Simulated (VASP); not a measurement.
# HgTe (F-43m) in VASP: notebook, part 2 of 2

VASP 6.6.1. The steps go on from the part before.

## 3. Relaxation of cell and atoms, PBEsol

This run uses another cell than the first one, of 34.58 Å³/atom, 1.041 times its volume.

File INCAR:

```
PREC = Accurate ; ENCUT = 600
EDIFF = 1E-7 ; ISMEAR = 0
SIGMA = 0.03 ; LREAL = F
LASPH = T ; NELM = 80
ALGO = Normal ; ISIF = 3
LWAVE = F ; LCHARG = F
GGA = PS ; IBRION = 2
NSW = 90 ; EDIFFG = -0.005
KPAR = 2
```

File KPOINTS:

```
Automatic mesh
0
Gamma
  10 10 10
```

File POSCAR:

```
HgTe                                    
1.0
   -0.0000000000      3.2580088207      3.2580088207
    3.2580088207     -0.0000000000      3.2580088207
    3.2580088207      3.2580088207     -0.0000000000
  Hg              Te            
     1     1
Direct
     0.0000000000000000    0.0000000000000000    0.0000000000000000
     0.2500000000000000    0.2500000000000000    0.2500000000000000
```

Potentials or basis: VASP PAW PBE potentials, release 64 (Hg, Te).

Launch:

```bash
> cat potpaw_PBE.64/Hg/POTCAR potpaw_PBE.64/Te/POTCAR > POTCAR
> mpirun -np 2 vasp_std > vasp.out
```

OUTCAR:

```text
PREC = Accurate
   ENCUT = 600
   EDIFF = 1E-7
   ISMEAR = 0
   LREAL = F
   LASPH = T
   NELM = 80
   ISIF = 3
   GGA = PS
   IBRION = 2
   NSW = 90
   EDIFFG = -0.005

 ion  position               nearest neighbor table
   1  0.000  0.000  0.000-   2 2.82   2 2.82   2 2.82   2 2.82
   2  0.250  0.250  0.250-   1 2.82   1 2.82   1 2.82   1 2.82

  LATTYP: Found a face centered cubic cell.
 ALAT       =     6.5160176414

  Lattice vectors:

 A1 = (   0.0000000000,   3.2580088207,   3.2580088207)
 A2 = (   3.2580088207,   0.0000000000,   3.2580088207)
 A3 = (   3.2580088207,   3.2580088207,   0.0000000000)

Analysis of symmetry for initial positions (statically):
=====================================================================
 Subroutine PRICEL returns:
 Original cell was already a primitive cell.

 Routine SETGRP: Setting up the symmetry group for a
 face centered cubic supercell.

 Subroutine GETGRP returns: Found 24 space group operations
 (whereof 24 operations were pure point group operations)
 out of a pool of 48 trial point group operations.

The static configuration has the point symmetry T_d .

[... 170 lines left out ...]
 k-point     1 :       0.0000    0.0000    0.0000
  band No.  band energies     occupation
      1      -9.1523      2.00000
      2      -4.5061      2.00000
      3      -4.5061      2.00000
      4      -4.5061      2.00000
      5      -3.9992      2.00000
      6      -3.9992      2.00000
      7       1.8397      2.00000
      8       2.7007      1.33333
      9       2.7007      1.33333
     10       2.7007      1.33333
     11       6.9245      0.00000
     12       6.9245      0.00000
     13       6.9245      0.00000
[... 354 lines left out ...]
  band No.  band energies     occupation
      1      -8.5701      2.00000
      2      -4.3579      2.00000
      3      -4.2673      2.00000
      4      -4.2393      2.00000
      5      -3.9546      2.00000
      6      -3.9090      2.00000
      7      -1.7830      2.00000
      8       0.7336      2.00000
      9       0.9184      2.00000
     10       4.7342      0.00000
     11       5.6466      0.00000
     12       9.0659      0.00000
     13       9.8169      0.00000

 [... further k-points ...]
[... 5 lines left out ...]
  --------------------------------------------------------------------------------------
  -------------------------------------------------------------------------------------
  Total        0.0011709      0.0011709      0.0011709      0.0000000     -0.0000000      0.0000000
  in kB        0.0271241      0.0271241      0.0271241      0.0000000     -0.0000000      0.0000000
  external PRESSURE =       0.0271241 kB  Pullay stress =       0.0000000 kB

 VOLUME and BASIS-vectors are now :
 -----------------------------------------------------------------------------
  energy-cutoff  :      600.00
  volume of cell :       69.17
      direct lattice vectors                 reciprocal lattice vectors
     0.000000000  3.258008821  3.258008821    -0.153467970  0.153467970  0.153467970
     3.258008821  0.000000000  3.258008821     0.153467970 -0.153467970  0.153467970
     3.258008821  3.258008821  0.000000000     0.153467970  0.153467970 -0.153467970

 POSITION                                       TOTAL-FORCE (eV/Angst)
 -----------------------------------------------------------------------------------
      0.00000      0.00000      0.00000         0.000000      0.000000      0.000000
      1.62900      1.62900      1.62900        -0.000000     -0.000000     -0.000000
 -----------------------------------------------------------------------------------
    total drift:                                0.000000      0.000000      0.000000

  FREE ENERGIE OF THE ION-ELECTRON SYSTEM (eV)
  ---------------------------------------------------
  free  energy   TOTEN  =        -4.3767116240 eV

  energy  without entropy=       -4.3766653453  energy(sigma->0) =       -4.37668848

 reached required accuracy - stopping structural energy minimisation
```

CONTCAR:

```text
HgTe
   1.00000000000000
     0.0000000000000000    3.2580088207000002    3.2580088207000002
     3.2580088207000002    0.0000000000000000    3.2580088207000002
     3.2580088207000002    3.2580088207000002    0.0000000000000000
  Hg              Te
     1     1
Direct
     0.0000000000000000    0.0000000000000000    0.0000000000000000
     0.2500000000000000    0.2500000000000000    0.2500000000000000

  0.00000000E+00  0.00000000E+00  0.00000000E+00
  0.00000000E+00  0.00000000E+00  0.00000000E+00
```

It took 19 s on 2 MPI ranks of AMD EPYC 9R45 (Zen 5), shared host; peak memory 0.24 GiB.

What came out:

| Item | Value |
| --- | --- |
| Free energy | -4.3767 eV |
| Pressure after relaxing | 0.0 GPa |
| Band gap on the k mesh | none (metal or under the smearing width) |

Final structure:
```
Hg Te
1.0
     0.00000    3.25801    3.25801
     3.25801    0.00000    3.25801
     3.25801    3.25801    0.00000
Hg Te
1 1
Direct
  0.00000 0.00000 0.00000
  0.25000 0.25000 0.25000
```

Levels at points of the mesh, in eV from the Fermi level:
| k point | band 7 | band 8 | band 9 | band 10 | band 11 | band 12 |
| --- | --- | --- | --- | --- | --- | --- |
| (0.00, 0.00, 0.00) | -0.87 | -0.01 | -0.01 | -0.01 | 4.21 | 4.21 |
| (0.50, 0.00, 0.00) | -5.39 | -0.96 | -0.96 | 0.63 | 4.99 | 4.99 |
| (0.50, 0.50, 0.00) | -5.35 | -2.20 | -2.20 | 1.84 | 2.43 | 8.00 |

Caveat: the relaxation stopped at its first step, so nothing moved; the PAW data sets were made with another functional, which shifts forces and pressure a little.

## 4. Relaxation of cell and atoms, PBEsol

File INCAR:

```
SYSTEM = HgTe
PREC = Accurate
ENCUT = 600
EDIFF = 1E-6
ISMEAR = 0
SIGMA = 0.03
LREAL = .False.
LASPH = .True.
NELM = 80
ALGO = Normal
ISIF = 3
LWAVE = .False.
LCHARG = .False.
GGA = PS
IBRION = 2
NSW = 90
EDIFFG = -0.01
```

File KPOINTS:

```
Automatic mesh
0
Gamma
  10 10 10
  0 0 0
```

File POSCAR:

```
HgTe
1.0
    0.0000000000      3.2145000000      3.2145000000
    3.2145000000      0.0000000000      3.2145000000
    3.2145000000      3.2145000000      0.0000000000
Hg Te
1 1
Direct
    0.0000000000      0.0000000000      0.0000000000
    0.2500000000      0.2500000000      0.2500000000
```

Launch:

```bash
> cat potpaw_PBE.64/Hg/POTCAR potpaw_PBE.64/Te/POTCAR > POTCAR
> mpirun -np 1 vasp_std > vasp.out
```

Run time: 79 s. Hardware: 1 thread of Intel Xeon Platinum 8488C (Sapphire Rapids), shared host; peak memory 0.24 GiB.

Results (log left out):

```yaml
Free_energy: -4.3765 eV
Relaxed_volume: 34.58 Å³/atom
Relaxed_cell: a = 4.608 Å, b = 4.608 Å, c = 4.608 Å, α = 60.00°, β = 60.00°, γ = 60.00°
Space_group_after_relaxing_to_0.05_Å: F-43m (No. 216)
Energy_gained_by_relaxing: 7.7 meV/atom
Ionic_steps: 3
Pressure_after_relaxing: 0.0 GPa
Band_gap_on_the_k_mesh: none (metal or under the smearing width)
```

The path:
```csv
step,energy change (eV),largest force (eV/Å),pressure (GPa),volume (Å³)
1,0.0000,0.0000,1.88,66.43
2,-0.0133,0.0000,-0.63,70.26
3,-0.0155,0.0000,0.00,69.17
```

Final structure:
```xyz
2
Lattice="0.0000 3.2580 3.2580 3.2580 0.0000 3.2580 3.2580 3.2580 0.0000" Properties=species:S:1:pos:R:3 pbc="T T T"
Hg    0.0000    0.0000    0.0000
Te    1.6290    1.6290    1.6290
```

Levels at points of the mesh, in eV from the Fermi level:
```csv
k point,band 6,band 7,band 8,band 9,band 10,band 11,band 12,band 13
"(0.00, 0.00, 0.00)",-6.71,-0.87,-0.01,-0.01,-0.01,4.21,4.21,4.21
"(0.50, 0.00, 0.00)",-6.42,-5.39,-0.96,-0.96,0.63,4.99,4.99,6.72
"(0.50, 0.50, 0.00)",-6.29,-5.35,-2.20,-2.20,1.84,2.43,8.00,8.71
```

Caveat: the PAW data sets were made with another functional, which shifts forces and pressure a little. The run has no spin-orbit coupling, so splittings on Hg, Te are missing.

## 5. Relaxation of cell and atoms, PBEsol

This run uses another cell than the first one, of 34.58 Å³/atom, 1.041 times its volume.

INCAR, as its differences from that of step 4:

```diff
@@ -3,3 +3,3 @@
 ENCUT = 600
-EDIFF = 1E-6
+EDIFF = 1E-7
 ISMEAR = 0
@@ -16,2 +16,2 @@
 NSW = 90
-EDIFFG = -0.01
+EDIFFG = -0.005
```

KPOINTS is that of step 4.

File POSCAR:

```
HgTe                                    
1.0
    0.0000000000      3.2580088205      3.2580088205
    3.2580088205     -0.0000000000      3.2580088205
    3.2580088205      3.2580088205     -0.0000000000
  Hg              Te            
     1     1
Direct
     0.0000000000000000    0.0000000000000000    0.0000000000000000
     0.2500000000000000    0.2500000000000000    0.2500000000000000
```

Potentials or basis: VASP PAW PBE potentials, release 64 (Hg, Te).

Launch:

```bash
> cat potpaw_PBE.64/Hg/POTCAR potpaw_PBE.64/Te/POTCAR > POTCAR
> mpirun -np 1 vasp_std > vasp.out
```

OUTCAR:

```text
SYSTEM = HgTe
   PREC = Accurate
   ENCUT = 600
   EDIFF = 1E-7
   ISMEAR = 0
   LREAL = .False.
   LASPH = .True.
   NELM = 80
   ISIF = 3
   GGA = PS
   IBRION = 2
   NSW = 90
   EDIFFG = -0.005

 ion  position               nearest neighbor table
   1  0.000  0.000  0.000-   2 2.82   2 2.82   2 2.82   2 2.82
   2  0.250  0.250  0.250-   1 2.82   1 2.82   1 2.82   1 2.82

  LATTYP: Found a face centered cubic cell.
 ALAT       =     6.5160176410

  Lattice vectors:
[... 566 lines left out ...]
      8       0.7336      2.00000
      9       0.9184      2.00000
     10       4.7342      0.00000
     11       5.6466      0.00000
     12       9.0659      0.00000
     13       9.8169      0.00000

 [... further k-points ...]
[... 5 lines left out ...]
  --------------------------------------------------------------------------------------
  -------------------------------------------------------------------------------------
  Total        0.0011709      0.0011709      0.0011709      0.0000000      0.0000000      0.0000000
  in kB        0.0271235      0.0271235      0.0271235      0.0000000      0.0000000      0.0000000
  external PRESSURE =       0.0271235 kB  Pullay stress =       0.0000000 kB

 VOLUME and BASIS-vectors are now :
 -----------------------------------------------------------------------------
  energy-cutoff  :      600.00
  volume of cell :       69.17
      direct lattice vectors                 reciprocal lattice vectors
     0.000000000  3.258008821  3.258008821    -0.153467970  0.153467970  0.153467970
     3.258008821  0.000000000  3.258008821     0.153467970 -0.153467970  0.153467970
     3.258008821  3.258008821  0.000000000     0.153467970  0.153467970 -0.153467970

 POSITION                                       TOTAL-FORCE (eV/Angst)
 -----------------------------------------------------------------------------------
      0.00000      0.00000      0.00000        -0.000000     -0.000000      0.000000
      1.62900      1.62900      1.62900         0.000000      0.000000     -0.000000
 -----------------------------------------------------------------------------------
    total drift:                                0.000000      0.000000      0.000000

  FREE ENERGIE OF THE ION-ELECTRON SYSTEM (eV)
  ---------------------------------------------------
  free  energy   TOTEN  =        -4.3767116240 eV

  energy  without entropy=       -4.3766653453  energy(sigma->0) =       -4.37668848

 reached required accuracy - stopping structural energy minimisation
```

OSZICAR:

```text
N       E                     dE             d eps       ncg     rms          rms(c)
DAV:   1     0.114898105484E+03    0.11490E+03   -0.86577E+03  1222   0.133E+03
DAV:   2     0.312299380118E+00   -0.11459E+03   -0.10739E+03  1322   0.276E+02
DAV:   3    -0.455874179729E+01   -0.48710E+01   -0.48475E+01  1497   0.594E+01
DAV:   4    -0.460792645730E+01   -0.49185E-01   -0.49173E-01  1632   0.551E+00
DAV:   5    -0.460823869696E+01   -0.31224E-03   -0.31224E-03  1490   0.366E-01    0.726E+00
DAV:   6    -0.438838386748E+01    0.21985E+00   -0.54646E-01  1402   0.110E+01    0.590E+00
DAV:   7    -0.437893989127E+01    0.94440E-02   -0.10870E-01  1342   0.261E+00    0.224E+00
DAV:   8    -0.437697114373E+01    0.19687E-02   -0.10623E-02  1257   0.141E+00    0.632E-01
DAV:   9    -0.437669728152E+01    0.27386E-03   -0.83416E-04  1467   0.364E-01    0.119E-01
DAV:  10    -0.437670587078E+01   -0.85893E-05   -0.85113E-05  1375   0.997E-02    0.538E-02
DAV:  11    -0.437671257871E+01   -0.67079E-05   -0.21745E-05  1327   0.424E-02    0.243E-02
DAV:  12    -0.437671162244E+01    0.95627E-06   -0.37707E-06  1417   0.179E-02    0.135E-02
DAV:  13    -0.437671162404E+01   -0.16062E-08   -0.24597E-07  1307   0.413E-03
   1 F= -.43767116E+01 E0= -.43766885E+01  d E =-.437671E+01
```

Run time: 46 s. Hardware: 1 thread of Intel Xeon Platinum 8488C (Sapphire Rapids), shared host; peak memory 0.26 GiB.

What came out:

```yaml
Free_energy: -4.3767 eV
Pressure_after_relaxing: 0.0 GPa
Band_gap_on_the_k_mesh: none (metal or under the smearing width)
```

Final structure:
```yaml
crystal:
  lattice:
    - [0.00000, 3.25801, 3.25801]
    - [3.25801, 0.00000, 3.25801]
    - [3.25801, 3.25801, 0.00000]
  atoms:
    - { symbol: Hg, position: [0.00000, 0.00000, 0.00000] }
    - { symbol: Te, position: [0.25000, 0.25000, 0.25000] }
```

Levels at points of the mesh, in eV from the Fermi level:
```csv
k point,band 5,band 6,band 7,band 8,band 9,band 10,band 11,band 12,band 13
"(0.00, 0.00, 0.00)",-6.71,-6.71,-0.87,-0.01,-0.01,-0.01,4.21,4.21,4.21
"(0.50, 0.00, 0.00)",-6.69,-6.42,-5.39,-0.96,-0.96,0.63,4.99,4.99,6.72
"(0.50, 0.50, 0.00)",-6.65,-6.29,-5.35,-2.20,-2.20,1.84,2.43,8.00,8.71
```

Caveat: the relaxation stopped at its first step, so nothing moved; the PAW data sets were made with another functional, which shifts forces and pressure a little. Spin-orbit coupling is left out, which matters for the levels of Hg, Te.
